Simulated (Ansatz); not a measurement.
The system is TiO2.

```xyz
6
Lattice="2.7060 -2.7067 0.0000 2.7060 2.7067 0.0000 -2.6335 0.0000 4.7966" Properties=species:S:1:pos:R:3 pbc="T T T"
Ti    0.7309   -1.9807    3.5975
Ti    2.0477    1.9807    1.1992
O     0.6963    0.6563    0.8018
O     2.0823   -0.6563    3.9949
O     3.3990    0.6563    1.5966
O    -0.6205   -0.6563    3.2001
```

The cell is a database's computed one.

Base run:

| Property | Result |
| --- | --- |
| Program | Ansatz 0.2.0 |
| Functional | PBE |
| Potentials or basis | Ansatz PAW |
| Cutoff | 420 eV (not typed: the program's choice for these potentials) |
| k mesh | 8 × 8 × 6 |
| Occupations | fermi-dirac, width 0.05 eV |
| Spin | no spin polarisation |
| Hubbard terms | Ti d U = 4 eV |

Its results: band gap on the k mesh 2.57 eV, indirect (least direct gap 2.93 eV); pressure 1.4 GPa; largest force 0.168 eV/Å.

**Question.** After a change of settings the same cell gave: band gap on the k mesh 2.43 eV, indirect (least direct gap 2.78 eV); pressure 0.6 GPa; largest force 0.157 eV/Å. Which change was it?
A. hubbard terms from Ti d U = 4 eV to Ti d U = 3 eV
B. hubbard terms from Ti d U = 4 eV to none; hubbard projectors from ortho-atomic (the default) to none
C. hubbard terms from Ti d U = 4 eV to Ti d U = 1 eV

**Answer.** A.
